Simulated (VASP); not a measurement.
Input of a VASP 6.6.1 run:

File INCAR:

```
PREC     = Accurate       # precision mode
ENCUT    = 600            # plane-wave cutoff, eV
EDIFF    = 1E-6           # SCF threshold, eV
ISMEAR   = -1             # smearing method
SIGMA    = 0.05           # smearing width, eV
LREAL    = False          # projectors in reciprocal space
LASPH    = True           # aspherical terms in the spheres
NELM     = 80             # most SCF steps
ALGO     = Normal         # electronic algorithm
ISIF     = 3              # what is computed and relaxed
LWAVE    = False          # write WAVECAR
LCHARG   = False          # write CHGCAR
METAGGA  = RTPSS          # meta-GGA
LMIXTAU  = True         
IBRION   = 2              # ionic algorithm
NSW      = 60             # ionic steps
EDIFFG   = -0.01          # ionic threshold
```

The input KPOINTS:

```
Automatic mesh
0
Gamma
  9 9 5
```

POSCAR

```
TaS2
1.0
    3.3500000000      0.0000000000      0.0000000000
   -1.6750000000      2.9011851027      0.0000000000
    0.0000000000      0.0000000000      5.8600000000
Ta S
1 2
Direct
    0.0000000000      0.0000000000      0.0000000000
    0.6666666667      0.3333333333      0.7500000000
    0.3333333333      0.6666666667      0.2500000000
```

Potentials or basis: VASP PAW PBE potentials, release 64 (Ta_pv, S).

Command:

```sh
$ cat potpaw_PBE.64/Ta_pv/POTCAR potpaw_PBE.64/S/POTCAR > POTCAR
$ mpirun -np 1 vasp_std > vasp.out
```

(1) Predict the band gap on the k mesh.

(2) Estimate the relaxed cell.

(3) What does it give for the space group after relaxing (to 0.05 Å)?

Answers

(1) none (metal or under the smearing width).

(2) a = 3.333 Å, b = 3.333 Å, c = 6.201 Å, α = 90.00°, β = 90.00°, γ = 120.00°.

(3) P-3m1 (No. 164).
